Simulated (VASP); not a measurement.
# CrCuO₂: magnetic anisotropy

CrCuO₂, R-3m (no. 166), 4 atoms in the cell. PBE, DFT+U, spin-orbit coupling, magnetic anisotropy; PAW potentials Cu, Cr_pv, O (PBE set).

Hubbard U (eV): Cu shell d, U 5, Cr shell d, U 4; LDAUTYPE: 2; Starting moments (muB): 0, 4, 0, 0; Method: fixed density (force theorem); Directions run: 4.

## Input

INCAR.step1:
```
SYSTEM = CrCuO2
PREC = Accurate
ENCUT = 450
EDIFF = 1E-8
NELM = 200
ALGO = Normal
ISMEAR = 0
SIGMA = 0.05
LREAL = .False.
LASPH = .True.
LMAXMIX = 4
LORBIT = 11
LWAVE = .False.
LCHARG = .True.
GGA = PE
GGA_COMPAT = .False.
ISYM = 2
LDAU = .True.
LDAUTYPE = 2
LDAUL = 2 2 -1
LDAUU = 5 4 0
LDAUJ = 0 0 0
LDAUPRINT = 1
ISPIN = 2
MAGMOM = 0 4 0 0
NBANDS = 28
```

INCAR.step2, as INCAR.step1 but for:
```
- LCHARG = .True.
- ISYM = 2
- ISPIN = 2
- MAGMOM = 0 4 0 0
- NBANDS = 28
+ LCHARG = .False.
+ ISYM = -1
+ LSORBIT = .True.
+ LORBMOM = .True.
+ MAGMOM = 0 0 0 0 0 4 0 0 0 0 0 0
+ SAXIS = 0 0 1
+ ICHARG = 11
+ NBANDS = 55
```

INCAR.step3, as INCAR.step2 but for:
```
- SAXIS = 0 0 1
+ SAXIS = 0.5 0 0.866
```

INCAR.step4 to INCAR.step5 change the same tag again: SAXIS = 0.866 0 0.5, 1 0 0.

KPOINTS:
```
k-points
0
Gamma
  9 9 9
```

POSCAR:
```
CrCuO2
1.0
    1.4867000000      0.8583466452      5.7000000000
   -1.4867000000      0.8583466452      5.7000000000
    0.0000000000     -1.7166932904      5.7000000000
Cu Cr O
1 1 2
Direct
    0.0000000000      0.0000000000      0.0000000000
    0.5000000000      0.5000000000      0.5000000000
    0.8920800000      0.8920800000      0.8920800000
    0.1079200000      0.1079200000      0.1079200000
```

Commands (each step's output is kept before the next begins):
```
cat potpaw_PBE.64/Cu/POTCAR potpaw_PBE.64/Cr_pv/POTCAR potpaw_PBE.64/O/POTCAR > POTCAR
cp INCAR.step1 INCAR
mpirun -np 8 vasp_std > vasp.out
cp INCAR.step2 INCAR
mpirun -np 8 vasp_ncl > vasp.out
cp INCAR.step3 INCAR
mpirun -np 8 vasp_ncl > vasp.out
cp INCAR.step4 INCAR
mpirun -np 8 vasp_ncl > vasp.out
cp INCAR.step5 INCAR
mpirun -np 8 vasp_ncl > vasp.out
```

## Result

- Largest energy difference between the axes (meV per magnetic atom): 0.02
- Spin moment (muB per cell): 3.00

Energy by direction of the moments:

| Axis (Cartesian) | Energy (meV per magnetic atom) | Orbital moments (muB) |
|---|---|---|
| 0.00 0.00 1.00 | 0.000 | 0.000 -0.017 0.001 0.001 |
| 0.50 0.00 0.87 | 0.005 | 0.000 -0.017 0.001 0.001 |
| 0.87 0.00 0.50 | 0.014 | 0.000 -0.017 0.001 0.001 |
| 1.00 0.00 0.00 | 0.019 | 0.000 -0.017 0.001 0.001 |

DFT+U with 5 eV on Cu d, 4 eV on Cr d.

Limits: Only one order of the moments was run; differences under 0.02 meV aren't resolved.

VASP 6.6.1 took 2055 s on 8 cores (AMD EPYC 9R45 (Zen 5)), a shared host.
